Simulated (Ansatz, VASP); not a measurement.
# CdSe (Cadmoselite) in VASP and in Ansatz

```
CELL_PARAMETERS angstrom
4.24708 0.00000 0.00000
-2.12354 3.67808 0.00000
0.00000 0.00000 6.94200
ATOMIC_POSITIONS crystal
Cd 0.33333 0.66667 0.00486
Cd 0.66667 0.33333 0.50486
Se 0.33333 0.66667 0.38014
Se 0.66667 0.33333 0.88014
```

Change from the starting cell: unstrained.

Alike in both runs: task single point; functional LDA; k mesh 6 × 6 × 4; no spin polarisation.

```csv
,VASP,Ansatz
version,VASP 6.6.1,Ansatz 0.2.0
potentials or method,"VASP PAW LDA potentials, release 64 (Cd, Se), cutoff 520 eV","all-electron LAPW, scalar-relativistic"
occupations,"gaussian, width 0.01 eV",fixed
```

```csv
,VASP,Ansatz,Ansatz less VASP
gap on the k mesh at the Fermi level (eV),0.49,0.46,-0.035
pressure (GPa),0.5,0.0,-0.48
```

Ansatz ran all-electron here, so the differences hold the error of VASP's frozen core and of both bases.
